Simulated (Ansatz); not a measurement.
**hcp against bcc along group 14**

These are results of DFT, LDA (PW92), plane waves (420 eV) with PAW, scalar-relativistic (Ansatz 0.2.0), not measurements. The PAW files were generated under PBE, with cores re-solved for the functional.

Each structure is relaxed within its symmetry, in the lowest magnetic state of the tried starts. Differences under about 8 meV lie within the error of the k-point mesh.

| element | E(hcp) − E(bcc) (meV/atom) | V(hcp) (Å³/atom) | V(bcc) (Å³/atom) | state of hcp | state of bcc |
| --- | --- | --- | --- | --- | --- |
| Si | -19 | 13.83 | 14.09 | spin not included | spin not included |
| Ge | ? | ? | ? | ? | ? |
| Sn | -6 | 25.57 | 25.42 | spin not included | spin not included |
| Pb | -25 | 28.86 | 28.95 | spin not included | spin not included |

(1) Fill in the row of Ge.

## Answers

(1) E(hcp) − E(bcc) (meV/atom): 5; V(hcp) (Å³/atom): 17.95; V(bcc) (Å³/atom): 17.91; state of hcp: spin not included; state of bcc: spin not included.
